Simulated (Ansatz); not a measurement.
CdS (Hawleyite):

```xyz
2
Lattice="0.0000 2.9165 2.9165 2.9165 0.0000 2.9165 2.9165 2.9165 0.0000" Properties=species:S:1:pos:R:3 pbc="T T T"
Cd    0.0000    0.0000    0.0000
S     4.3748    4.3748    4.3748
```

* Program: Ansatz 0.2.0
* Task: relaxation of cell and atoms
* Functional: BLYP
* Potentials or basis: Ansatz PAW
* Cutoff: 420 eV (not typed: the program's choice for these potentials)
* k mesh: 8 × 8 × 8
* Occupations: fermi-dirac, width 0.05 eV
* Spin: no spin polarisation

At the start: volume 24.81 Å³/atom.

Where does the relaxation end?

It ends after 5 steps and the volume is 27.52 Å³/atom (+10.9 %); space group F-43m (No. 216, to 0.05 Å).

Step by step:
```tsv
step	energy change (eV)	largest force (eV/Å)	volume (Å³)
1	0.0000	0.0000	49.62
2	-0.0925	0.0000	54.62
3	-0.0929	0.0000	54.97
4	-0.0929	0.0000	55.04
5	-0.0936	0.0000	55.04
```

Final structure:
```
CELL_PARAMETERS angstrom
0.00000 3.01914 3.01914
3.01914 0.00000 3.01914
3.01914 3.01914 0.00000
ATOMIC_POSITIONS crystal
Cd 0.00000 0.00000 0.00000
S 0.75000 0.75000 0.75000
```

Caveat: the plane-wave basis is chosen anew once the cell has moved, so the energies of steps on either side of that aren't comparable; the volume moved by +11 % from the deposited cell, more than functionals usually miss; the PAW data sets come from PBE, with cores solved anew for the run's functional, which leaves a small shift of forces and pressure.
